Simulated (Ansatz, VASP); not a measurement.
TaSi2 in VASP and in Ansatz

```xyz
3
Lattice="2.9908 0.0000 0.0000 -1.4954 2.5901 0.0000 0.0000 0.0000 6.3524" Properties=species:S:1:pos:R:3 pbc="T T T"
Ta    1.4954    0.8634    3.1762
Si    0.0000    1.7267    1.1666
Si    0.0000    1.7267    5.1858
```

Alike in both runs: functional PBE; k mesh 18 × 18 × 8; occupations gaussian, width 0.1 eV; no spin polarisation.

Ansatz relaxed the structure, and its values are those at the end. VASP's run is a single point on that final structure, the one shown.

```csv
,VASP,Ansatz
version,VASP 6.6.1,Ansatz 0.2.0
potentials or method,"VASP PAW PBE potentials, release 64 (Ta_pv, Si)","scalar-relativistic, plane waves, PAW"
plane-wave cutoff (eV),520,420
valence electrons in the cell,19,21
```

Ansatz gave:

- gap on the k mesh at the Fermi level (eV): none
- pressure (GPa): 0.0
- rms of the force components (eV/Å): 0.000

**Question.** Estimate VASP's values.

**Answer.** gap on the k mesh at the Fermi level (eV): none; pressure (GPa): 0.1; rms of the force components (eV/Å): 0.009.

A gap of «none» marks a metal or a gap that the smearing closes. The two sets of potentials don't hold the same shells in valence.

The runs have no spin-orbit coupling, so splittings on Ta are missing.
